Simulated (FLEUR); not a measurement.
Ge under changes of volume

One of the cells (22.833 Å³/atom); the others are scaled copies at fixed shape and fractional positions:

```
CELL_PARAMETERS angstrom
3.99759 0.00000 0.00000
-1.99879 3.46201 0.00000
0.00000 0.00000 6.59938
ATOMIC_POSITIONS crystal
Ge 0.33333 0.66667 0.93710
Ge 0.66667 0.33333 0.43710
Ge 0.33333 0.66667 0.56290
Ge 0.66667 0.33333 0.06290
```

This isn't the form of Ge at room conditions, which is diamond.

| Item | Value |
| --- | --- |
| Program | FLEUR MaX-R8.1 (later development tree) |
| Functional | r2SCAN |
| Potentials or basis | all-electron |
| Basis | FLAPW |
| Kmax | 4.71 1/bohr |
| k mesh | 8 × 8 × 4 |
| Occupations | fermi-dirac, width 0.05 eV |
| Spin | no spin polarisation |

```csv
volume (Å³/atom),energy over the lowest point (meV/atom),gap on the mesh (eV)
21.463,20.90,0.26
21.920,?,?
22.833,0.00,0.09
23.747,7.37,0.03
24.203,15.82,0.08
```

Q: What does the run at 21.920 Å³/atom give?

A: Energy over the lowest point 8.98 meV/atom; gap on the mesh 0.20 eV.

Worked out: A Birch-Murnaghan fit of order 2 (a polynomial in V^(-2/3)) to the other rows has its minimum at 22.86 Å³/atom with B0 = V·E''(V) = 71 GPa at fixed shape and positions, which overstates the stiffness. It gives 9.16 meV/atom at 21.920 Å³/atom, against the run's 8.98.

Energies are extrapolated to zero smearing.

Caveats: the meta-GGA is that of a development version, with a GGA for the radial functions and cores and without core tails.

A mesh can miss the band edges. Spin-orbit coupling on Ge is left out.
